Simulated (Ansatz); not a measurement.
# Nb under changes of volume

One of the cells (18.922 Å³/atom); the others are scaled copies at fixed shape and fractional positions:

```
Nb
1.0
     0.00000    2.11500    2.11500
     2.11500    0.00000    2.11500
     2.11500    2.11500    0.00000
Nb
1
Direct
  0.00000 0.00000 0.00000
```

This isn't the form of Nb at room conditions, which is bcc.

```yaml
Program: Ansatz 0.2.0
Functional: r2SCAN
Potentials_or_basis: Ansatz PAW
Cutoff: "500 eV (not typed: the program's choice for these potentials)"
k_mesh: 11 × 11 × 11
Occupations: fermi-dirac, width 0.05 eV
Spin: no spin polarisation
```

```tsv
volume (Å³/atom)	energy over the lowest point (meV/atom)	pressure (GPa)
17.786	20.30	8.4
18.165	5.59	4.4
18.543	0.00	0.8
18.922	2.49	-2.4
19.300	?	?
19.679	28.28	-8.0
20.057	50.34	-10.5
```

Problem. What does the run at 19.300 Å³/atom give?

Solution. Energy over the lowest point 12.14 meV/atom; pressure -5.4 GPa.

Worked out: A Birch-Murnaghan fit of order 3 (a polynomial in V^(-2/3)) to the other rows has its minimum at 18.61 Å³/atom with B0 = V·E''(V) = 165 GPa and B' = 4.3. It gives 12.12 meV/atom at 19.300 Å³/atom, against the run's 12.14, and -dE/dV = -5.5 GPa, against -5.4.

Energies are extrapolated to zero smearing.

Caveats: the PAW data sets come from PBE, with cores solved anew for the run's functional, which leaves a small shift of forces and pressure.
